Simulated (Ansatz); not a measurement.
**Co under changes of volume**

One of the cells (10.886 Å³/atom); the others are scaled copies at fixed shape and fractional positions:

```
Co
1.0
     2.48736    0.00000    0.00000
    -1.24368    2.15412    0.00000
     0.00000    0.00000    4.06329
Co
2
Cartesian
  0.0000 1.4361 3.0074
  1.2437 0.7180 1.0559
```

- Program: Ansatz 0.2.0
- Functional: PBEsol
- Potentials or basis: all-electron LAPW, scalar-relativistic
- Cutoff: 353 eV (chosen from the basis error)
- Basis error allowed: 0.0005 eV/atom
- k mesh: 12 × 12 × 7
- Occupations: fermi-dirac, width 0.05 eV
- Spin: collinear spin, ferromagnetic start
- Starting moments: [2.0, 2.0] μB

```csv
volume (Å³/atom),energy over the lowest point (meV/atom),pressure (GPa),moment (μB per cell),largest force (eV/Å)
10.233,2.27,4.2,3.11,0.667
10.450,0.00,-0.8,3.17,0.583
10.668,4.14,-5.3,3.22,0.507
10.886,14.14,-9.4,3.26,0.439
11.103,29.38,-13.0,3.30,0.377
11.321,49.30,-16.3,3.33,0.321
11.539,?,?,?,?
```

Question: What does the run at 11.539 Å³/atom give?

Answer: Energy over the lowest point 73.49 meV/atom; pressure -19.2 GPa; moment 3.35 μB per cell; largest force 0.270 eV/Å.

Worked out: A Birch-Murnaghan fit of order 3 (a polynomial in V^(-2/3)) to the other rows has its minimum at 10.42 Å³/atom with B0 = V·E''(V) = 232 GPa and B' = 4.1 at fixed shape and positions, which overstates the stiffness. It gives 73.52 meV/atom at 11.539 Å³/atom, against the run's 73.49, and -dE/dV = -19.2 GPa, against -19.2. A parabola through the other rows of the moment, of slope 0.0915 μB per Å³/atom there, extrapolates to 3.35 μB, against the run's 3.35.

Energies are extrapolated to zero smearing.
